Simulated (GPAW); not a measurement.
The system is Al2Au.

```
Au Al
1.0
     0.00000    3.00000    3.00000
     3.00000    0.00000    3.00000
     3.00000    3.00000    0.00000
Au Al
1 2
Direct
  0.00000 0.00000 0.00000
  0.75000 0.75000 0.75000
  0.25000 0.25000 0.25000
```

Base run:

| Property | Result |
| --- | --- |
| Program | GPAW 26.7.0 |
| Functional | RPBE |
| Potentials or basis | the program's PAW data sets (release 1.2.1) made for this functional |
| Cutoff | 600 eV |
| Basis | pw |
| k mesh | 8 × 8 × 8 |
| Occupations | fermi-dirac, width 0.05 eV |
| Spin | no spin polarisation |

Its results: pressure 5.8 GPa.

Task: The run is repeated on the same cell with these changes: functional from RPBE to LDA. What comes out?

Result: Pressure -2.3 GPa.

LDA binds more tightly than RPBE, so the same cell stands under less pressure.

Not every run made on this cell is shown here.
